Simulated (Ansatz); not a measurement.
The system is SiNi3.

```xyz
4
Lattice="1.2928 0.7464 7.6620 -1.2928 0.7464 7.6620 0.0000 -1.4928 7.6620" Properties=species:S:1:pos:R:3 pbc="T T T"
Ni    0.0000    0.0000    5.8553
Ni    0.0000    0.0000   11.4930
Ni    0.0000    0.0000   17.1307
Si    0.0000    0.0000    0.0000
```

The cell comes from a database or a generator and needn't be the stable form of this composition.

Base run:

| Item | Value |
| --- | --- |
| Program | Ansatz 0.2.0 |
| Functional | PBEsol |
| Potentials or basis | all-electron LAPW, scalar-relativistic |
| Cutoff | 280 eV |
| Density cutoff | 1120 eV |
| Basis error allowed | 0.002 eV/atom |
| k mesh | 12 × 12 × 12 |
| Occupations | fermi-dirac, width 0.05 eV |
| Spin | collinear spin, ferromagnetic start |
| Starting moments | [1.0, 1.0, 1.0, 0.0] μB |
| Hubbard terms | Ni d U = 4 eV |

Its results: pressure -0.9 GPa; net moment 1.14 μB per cell; site moments Ni +0.11, +0.93; Si +0.00 μB; largest force 0.253 eV/Å.

Task: The run is repeated on the same cell with these changes: hubbard terms from Ni d U = 4 eV to none. What comes out?

Result: Pressure -6.3 GPa; net moment 0.48 μB per cell; site moments Ni +0.07, +0.36; Si -0.00 μB; largest force 0.060 eV/Å.

Caveats: the magnetic state may not be the lowest (some runs); U is the effective U less J, on atomic orbitals that reach past the spheres (some runs); the U is typed as a test and isn't derived for this compound (some runs).

Not every run made on this cell is shown here.
